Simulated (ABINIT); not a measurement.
# A GW chain in ABINIT: AlN (F-43m)

Aim: the G0W0 gap of AlN (F-43m) on PBE, step by step.

Main program and level: ABINIT 10.8.3; PBE and many-body steps on it, plane waves.

**1. Set-up**

The structure is cubic, space group F-43m (No. 216). The conventional cell has a = 4.368 Å, b = 4.368 Å, c = 4.368 Å, α = 90.00°, β = 90.00°, γ = 90.00°. Nearest to Al lie 4 N at 1.89 Å. Nearest to N lie 4 Al at 1.89 Å. Farther neighbours and most contacts between anions are not listed.

The cell and positions are those that the Materials Project relaxed with its own functionals (PBE, PBE+U or r2SCAN), kept fixed. This is not the form that AlN usually takes at ambient conditions.

**2. Ground state**

This step: ABINIT 10.8.3; DFT, PBE, plane waves, norm-conserving pseudopotentials.

The ground-state density comes first.

Contents of run.abi:

```
acell 3*1.0 Angstrom
rprim 
  -0.000000000000 2.183993559600 2.183993559600
  2.183993559600 -0.000000000000 2.183993559600
  2.183993559600 2.183993559600 -0.000000000000
ntypat 2
znucl 13 7
natom 2
typat 1 2
xred 
  0.000000000000 0.000000000000 0.000000000000
  0.750000000000 0.750000000000 0.750000000000
pp_dirpath "pseudos"
pseudos "Al.upf, N.upf"
ecut 36
ngkpt 8 8 8
nshiftk 1
shiftk 0 0 0
kptopt 1
chksymbreak 0
nband 9
occopt 1
tolvrs 1e-10
nstep 60
prtwf 0
optforces 0
optstress 0
indata_prefix "in"
outdata_prefix "out"
tmpdata_prefix "tmp"
```

Run with:

```console
$ OMP_NUM_THREADS=1 mpirun -n 4 abinit run.abi > log
```

Numbers of over 12 decimals in the logs are rounded to 6 here.

Output:

```text
.Version 10.8.3 of ABINIT. v10.8.2 released Aug 2026.

 Symmetries : space group F-4 3 m (#216); Bravais cF (face-center cubic)
================================================================================
 Values of the parameters that define the memory need of the present run
     intxc =       0    ionmov =       0      iscf =       7    lmnmax =       6
     lnmax =       6     mgfft =      32  mpssoang =       3    mqgrid =    3001
     natom =       2  nloc_mem =       1    nspden =       1   nspinor =       1
    nsppol =       1      nsym =      24    n1xccc =    2501    ntypat =       2
    occopt =       1   xclevel =       2
-    mband =           9        mffmem =           1         mkmem =           8
       mpw =        1475          nfft =       32768          nkpt =          29
================================================================================
  Rough estimation (10% accuracy) of disk space for files :
================================================================================

--------------------------------------------------------------------------------
------------- Echo of variables that govern the present computation ------------
--------------------------------------------------------------------------------
 -outvars: echo values of preprocessed input variables --------
            acell      1.8897261259E+00  1.8897261259E+00  1.8897261259E+00 Bohr

      chksymbreak           0
             ecut      3.60000000E+01 Hartree
-          fftalg         312

              ixc     -101130
              kpt      0.00000000E+00  0.00000000E+00  0.00000000E+00
                       1.25000000E-01  0.00000000E+00  0.00000000E+00
                       2.50000000E-01  0.00000000E+00  0.00000000E+00
                       3.75000000E-01  0.00000000E+00  0.00000000E+00
                       5.00000000E-01  0.00000000E+00  0.00000000E+00
                       1.25000000E-01  1.25000000E-01  0.00000000E+00
                       2.50000000E-01  1.25000000E-01  0.00000000E+00
                       3.75000000E-01  1.25000000E-01  0.00000000E+00
                       5.00000000E-01  1.25000000E-01  0.00000000E+00
   [... 18 further rows ...]
                      -3.75000000E-01  5.00000000E-01  1.25000000E-01
                      -2.50000000E-01  5.00000000E-01  2.50000000E-01
         kptrlatt        8    0    0      0    8    0      0    0    8
          kptrlen      4.66933685E+01
P           mkmem           8
            natom           2
            nband           9
            ngfft          32      32      32
             nkpt          29
            nstep          60
             nsym          24
           ntypat           2
              occ      2.000000  2.000000  2.000000  2.000000  0.000000  0.000000
[...]
optforces           0
        optstress           0
            prtwf           0
            rprim     -0.0000000000E+00  2.1839935596E+00  2.1839935596E+00
[...]
spgroup         216

           tolvrs      1.00000000E-10

             xred      0.0000000000E+00  0.0000000000E+00  0.0000000000E+00
[...]
znucl       13.00000    7.00000

================================================================================

 chkinp: Checking input parameters for consistency.

================================================================================
== DATASET  1 ==================================================================
-   mpi_nproc: 4, omp_nthreads: 1 (-1 if OMP is not activated)

--- !DatasetInfo
iteration_state: {dtset: 1, }
dimensions: {natom: 2, nkpt: 29, mband: 9, nsppol: 1, nspinor: 1, nspden: 1, mpw: 1475, }
cutoff_energies: {ecut:  36.0, pawecutdg:  -1.0, }
electrons: {nelect:   8.00000000E+00, charge:   0.00000000E+00, occopt:   1.00000000E+00, tsmear:   1.00000000E-02, }

 Real(R)+Recip(G) space primitive vectors, cartesian coordinates (Bohr,Bohr^-1):
 R(1)=  0.0000000  4.1271497  4.1271497  G(1)= -0.1211490  0.1211490  0.1211490
 R(2)=  4.1271497  0.0000000  4.1271497  G(2)=  0.1211490 -0.1211490  0.1211490
 R(3)=  4.1271497  4.1271497  0.0000000  G(3)=  0.1211490  0.1211490 -0.1211490
 Unit cell volume ucvol=  1.4059849E+02 bohr^3
 Angles (23,13,12)=  6.00000000E+01  6.00000000E+01  6.00000000E+01 degrees

 getcut: wavevector=  0.0000  0.0000  0.0000  ngfft=  32  32  32
         ecut(hartree)=     36.000   => boxcut(ratio)=   2.02987

--- Pseudopotential description ------------------------------------------------
- Al Generated using ONCVPSP code by D. R. Hamann
- 13.00000   3.00000  171031                  znucl, zion, pspdat
12 -101130 2 -1 1876                          pspcod,pspxc,lmax,lloc,mmax
     nproj     2     2     2
  pspatm : epsatm=    4.08140545
         --- l  ekb(1:nproj) -->
[...]
pspatm: atomic psp has been read  and splines computed

- N Generated using ONCVPSP code by D. R. Hamann
-  7.00000   5.00000  171031                  znucl, zion, pspdat
12 -101130 1 -1 1058                          pspcod,pspxc,lmax,lloc,mmax
     nproj     2     2     0
  pspatm : epsatm=    5.20977870
         --- l  ekb(1:nproj) -->
[...]
1   -4.293905   -1.006988
 pspatm: atomic psp has been read  and splines computed

   7.43294732E+01                                ecore*ucvol(ha*bohr**3)
--------------------------------------------------------------------------------

_setup2: Arith. and geom. avg. npw (full set) are    1449.447    1449.423

================================================================================

--- !BeginCycle
iteration_state: {dtset: 1, }
solver: {iscf: 7, nstep: 60, nline: 4, wfoptalg: 0, }
tolerances: {tolvrs: 1.00E-10, }

     iter   Etot(hartree)      deltaE(h)  residm     vres2
 ETOT  1  -12.634092342631    -1.263E+01 1.154E-01 5.062E+02
 ETOT  2  -12.674579766554    -4.049E-02 1.118E-02 3.909E+02
 ETOT  3  -12.792254021089    -1.177E-01 3.968E-03 7.560E-01
 ETOT  4  -12.792395939617    -1.419E-04 2.268E-03 1.058E-02
 ETOT  5  -12.792396619737    -6.801E-07 1.683E-04 5.916E-04
 ETOT  6  -12.792396656975    -3.724E-08 2.226E-04 2.127E-06
 ETOT  7  -12.792396657092    -1.170E-10 1.632E-05 4.114E-07
 ETOT  8  -12.792396657207    -1.152E-10 2.316E-05 3.147E-09
 ETOT  9  -12.792396657208    -7.248E-13 1.662E-06 3.158E-10
 ETOT 10  -12.792396657208     2.309E-14 2.539E-06 1.021E-11

 At SCF step   10       vres2   =  1.02E-11 < tolvrs=  1.00E-10 =>converged.

--- !ResultsGS
iteration_state: {dtset: 1, }
comment   : Summary of ground state results
lattice_vectors:
- [ -0.0000000,   4.1271497,   4.1271497, ]
- [  4.1271497,  -0.0000000,   4.1271497, ]
- [  4.1271497,   4.1271497,  -0.0000000, ]
lattice_lengths: [   5.83667,    5.83667,    5.83667, ]
lattice_angles: [ 60.000,  60.000,  60.000, ] # degrees, (23, 13, 12)
lattice_volume:   1.4059849E+02
convergence: {deltae:  2.309E-14, res2:  1.021E-11, residm:  2.539E-06, diffor:  0.000E+00, }
etotal    :  -1.27923967E+01
entropy   :   0.00000000E+00
fermie    :   1.89575042E-01
cartesian_stress_tensor: null
pressure_GPa: null
xred      :
- [  0.0000E+00,   0.0000E+00,   0.0000E+00, Al]
- [  7.5000E-01,   7.5000E-01,   7.5000E-01,  N]
cartesian_forces: null
force_length_stats: {min: null, max: null, mean: null, }

 Integrated electronic density in atomic spheres:
 ------------------------------------------------
 Atom  Sphere_radius  Integrated_density
    1        2.00000          1.10832935
    2        2.00000          5.38580503
================================================================================

 ----iterations are completed or convergence reached----

 Mean square residual over all n,k,spin=   11.386E-09; max=  25.386E-07
 reduced coordinates (array xred) for    2 atoms
       0.000000000000      0.000000000000      0.000000000000
       0.750000000000      0.750000000000      0.750000000000
 rms dE/dt=  0.0000E+00; max dE/dt=  0.0000E+00; dE/dt below (all hartree)
    1       0.000000000000      0.000000000000      0.000000000000
    2       0.000000000000      0.000000000000      0.000000000000

 cartesian coordinates (angstrom) at end:
    1      0.000000     0.000000     0.000000
    2      3.275990     3.275990     3.275990
 length scales=  1.889726125908  1.889726125908  1.889726125908 bohr
              =  1.000000000000  1.000000000000  1.000000000000 angstroms
 prteigrs : about to open file out_EIG
 Fermi (or HOMO) energy (hartree) =   0.18958   Average Vxc (hartree)=  -0.39437
 Eigenvalues (hartree) for nkpt=  29  k points:
 kpt#   1, nband=  9, wtk=  0.00195, kpt=  0.0000  0.0000  0.0000 (reduced coord)
  -0.36046    0.18958    0.18958    0.18958    0.34363    0.65223    0.65223    0.65223
   0.84170
 prteigrs : prtvol=0 or 1, do not print more k-points.

--- !EnergyTerms
iteration_state     : {dtset: 1, }
comment             : Components of total free energy in Hartree
kinetic             :  8.18806009915906E+00
hartree             :  2.82096206911135E+00
xc                  : -4.24885300507606E+00
Ewald energy        : -1.08999795989279E+01
psp_core            :  5.28664802613182E-01
local_psp           : -8.51484725719231E+00
non_local_psp       : -6.66403766895546E-01
total_energy        : -1.27923966572082E+01
total_energy_eV     : -3.48098846451088E+02
band_energy         :  3.20550667474404E-02

== END DATASET(S) ==============================================================
================================================================================

 -outvars: echo values of variables after computation  --------
           etotal     -1.2792396657E+01
            nband           9
             nkpt          29
          spgroup         216
 [... the other variables as echoed above ...]

 Calculation completed.
```

The job ended after 6.4 s (4 MPI ranks of Arm Neoverse N1, shared host; peak memory 0.26 GiB; 25 s of CPU time).

This step gave:

```
total energy               : -348.0988 eV
gap                        : 3.325 eV
k of the valence top       : 0, 0, 0
k of the conduction bottom : 0.5, 0.5, 0
least direct gap           : 4.192 eV
```

The gap is indirect, with the least direct gap 0.87 eV higher.

(Part 1 of 3 ends here.)

[Paths, hosts, dates, memory and timing lines, banners, echoed tables and standing remarks are left out of the program output.]

[Logs are printed without paths, hosts, clocks, repeated set-up lines and the standing remarks that a program may print on its own settings, such as how far it seeks lower states.]

[Runs of the session that timed out or met a known fault of the program may be left out.]

[Hosts, paths, dates, database ids (printed as entryN), source tags and the programs' standing remarks are cut or masked in the printed files.]

[G0W0 gaps are taken among the corrected bands and points alone; a level outside them can change the order at an edge.]

[Where Ansatz stands beside ABINIT at settings called matched, ABINIT's density can come from a denser mesh and the files from another edition; pairs whose starting gaps differed by over 0.03 eV were left out, so agreement reads better than it is.]
